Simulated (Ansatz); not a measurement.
# Bands of CuO

```
Cu O
1.0
     3.14794    0.00000    0.00000
    -1.57397    2.72620    0.00000
     0.00000    0.00000    5.38604
Cu O
2 2
Cartesian
  0.0000 1.8175 0.0475
  1.5740 0.9087 2.7405
  0.0000 1.8175 1.9776
  1.5740 0.9087 4.6706
```

Atom numbers follow the list: Cu1, Cu2, O3, O4.

Conventional cell: a = 3.148 Å, b = 3.148 Å, c = 5.386 Å, α = 90.00°, β = 90.00°, γ = 120.00°. Cu (atom 1) is surrounded by 4 O at 1.93 to 1.97 Å. O (atom 3) has 4 Cu at 1.93 to 1.97 Å as nearest neighbours.

The cell was built from the wurtzite type and relaxed in the same program, and has space group P6_3mc; it needn't be a known or the stable phase.

Without spin polarisation or U, such a compound can come out metallic where the real one is a magnetic insulator.

All numbers below come from Ansatz 0.2.0, DFT, PBE, all-electron LAPW, scalar-relativistic.

The runs use a Γ-centred 13×13×7 k mesh, Fermi–Dirac smearing of 0.05 eV, basis error target 1 meV/atom, no spin polarisation.

Points in fractions of the reciprocal vectors of this cell: Γ (0, 0, 0), M (0.5, 0, 0), K (0.333, 0.333, 0), A (0, 0, 0.5), L (0.5, 0, 0.5), H (0.333, 0.333, 0.5). The path joins them by straight lines in the order Γ–M–K–Γ–A–L–H–A–L; legs that retrace an earlier one aren't tabulated. Energies are in eV from the Fermi level.

Problem. Is there a gap?

Solution. none: bands cross the Fermi level, a metal.

Problem. List the levels between -20 and 8 eV at the symmetry points.

Solution. 
Γ: -18.93, -18.31, -6.22, -5.10, -4.73 (×2), -4.42 (×2), -2.17 (×2), -1.89 (×2), -1.89, -0.14 (×2), 0.64, 0.77 (×2), 1.09, 6.10, 7.70
M: -18.25, -18.07, -5.83, -5.69, -4.90, -4.69, -4.64, -4.06, -2.34, -1.86, -1.85, -1.79, -1.77, -1.64, -1.27, -1.18, -0.32, 0.15, 6.29, 7.01, 7.59
K: -18.10 (×2), -5.32, -5.13, -4.91 (×2), -4.72 (×2), -2.36, -2.18 (×2), -2.14, -1.66, -1.32 (×2), -0.69 (×2), -0.45, 7.53
A: -18.63 (×2), -5.79 (×2), -4.60 (×4), -2.01 (×4), -0.80 (×2), 0.31 (×4), 3.48 (×2)
L: -18.16 (×2), -6.07 (×2), -4.63 (×2), -4.39 (×2), -1.96 (×2), -1.83 (×2), -1.66 (×2), -0.62 (×2), -0.47 (×2), 6.09 (×2)
H: -18.10 (×2), -5.56 (×2), -5.23 (×2), -4.22 (×2), -2.24 (×2), -1.79 (×2), -1.54 (×2), -1.11 (×2), -0.49 (×2), 7.98 (×2)
